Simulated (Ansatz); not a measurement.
Defect calculation, host SnO$_{2}$

Level of theory: DFT PBE, scalar-relativistic, plane waves, PAW (Ansatz). (420 eV cutoff, 2×2×2 k-mesh, shifted by half a step, Gaussian smearing of 0.01 eV, collinear spin in charge -1 alone)

Host crystal, relaxed:

```
Sn O
1.0
     4.82652    0.00000    0.00000
     0.00000    4.82837    0.00000
     0.00000    0.00000    3.23817
Sn O
2 4
Direct
  0.50000 0.50000 0.50000
  0.00000 0.00000 0.00000
  0.30650 0.30666 0.00000
  0.80650 0.19334 0.50000
  0.19350 0.80666 0.50000
  0.69350 0.69334 0.00000
```

Supercell of 48 atoms, rows in host cell vectors: 1 -1 -2; 1 1 2; -1 -1 2. Atoms relax at the host's cell, keeping the symmetry that the supercell leaves at the site. The cell is small, so energies carry finite-size errors of tenths of an eV. The host's Kohn–Sham gap is 0.68 eV. Atoms are taken from and returned to the elements' standard states. Charged cells are corrected for image charges with the computed static dielectric tensor (mean 13.0) and aligned with the host's potential at far atoms (alignment terms reach 0.15 eV). No band-filling term is added, and the Fermi level counts from the host's valence band top.

The defect is a foreign atom on a Sn site at (0.500, 0.500, 0.500) of the host cell.

```json
{"charge": "0", "E_f at the valence band top (eV)": "2.81", "over the neutral state (eV)": "0.00", "moment (μB)": "0.00", "largest move (Å)": "0.27", "atoms near the site": "2 O at 2.29 Å, 4 O at 2.35 Å"}
{"charge": "-1", "E_f at the valence band top (eV)": "2.74", "over the neutral state (eV)": "-0.07", "moment (μB)": "0.50", "largest move (Å)": "0.26", "atoms near the site": "2 O at 2.29 Å, 4 O at 2.35 Å"}
{"charge": "-2", "E_f at the valence band top (eV)": "3.06", "over the neutral state (eV)": "0.26", "moment (μB)": "0.00", "largest move (Å)": "0.25", "atoms near the site": "2 O at 2.30 Å, 4 O at 2.33 Å"}
```

Among the charges computed the stable one is -1 at the valence band top, changing to -2 at 0.32 eV. In charge 0 the extra carrier would gain by moving to a band edge of the host, so it isn't bound in the gap, though by less than the errors named above. In charge -1 the cell has partly filled bands: a level of the defect may be part filled, the carrier may sit in the host's bands, or levels may cross between the k points, so transitions that involve it are doubtful. Fractional moments come from partly filled bands of the small cell.

(1) Which element is it? Judge by the nearest distance in charge 0 and covalent radii.
A. F
B. C
C. Be
D. Sr
E. Cl

Results:

(1) D. The nearest neighbour is O at 2.29 Å, and the summed covalent radii with O are 1.62 Å for Be, 1.42 Å for C, 1.68 Å for Cl, 1.23 Å for F, 2.61 Å for Sr, so Sr fits best. Bonds can miss such sums by a tenth of an ångström or more.